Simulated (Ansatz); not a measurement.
**InP: equation of state with SVWN5**

**Measured values to compare with.**

A printed reference work, data compilation reports, for a bulk crystal of InP: bulk modulus 71 GPa.

Crystal: InP.

```xyz
2
Lattice="0.0000 2.9305 2.9305 2.9305 0.0000 2.9305 2.9305 2.9305 0.0000" Properties=species:S:1:pos:R:3 pbc="T T T"
In    0.0000    0.0000    0.0000
P     4.3957    4.3957    4.3957
```

- Program: Ansatz 0.2.0
- Task: equation of state
- Functional: SVWN5
- Potentials or basis: Ansatz PAW
- Cutoff: 420 eV
- Density cutoff: 1680 eV
- k mesh: 8 × 8 × 8
- Occupations: fermi-dirac, width 0.05 eV
- Spin: no spin polarisation

```
Equilibrium volume                      : 24.71 Å³/atom
Bulk modulus                            : 71 GPa
Pressure derivative of the bulk modulus : 4.7
```

Energy against volume, from the lowest point:
```tsv
volume (Å³/atom)	energy (meV/atom)
23.657	10.84
24.160	2.82
24.663	0.00
25.167	1.80
25.670	7.71
26.173	17.29
26.677	30.11
```

All runs of the series together: 8.5 s on 2 threads of Arm Neoverse V1 (shared host).

A measured bulk modulus of InP is 71 GPa (a printed reference work, data compilation); the calculated 71 GPa misses it by +0.5 %. The fit is for a static lattice scaled at fixed shape and fixed fractional positions.
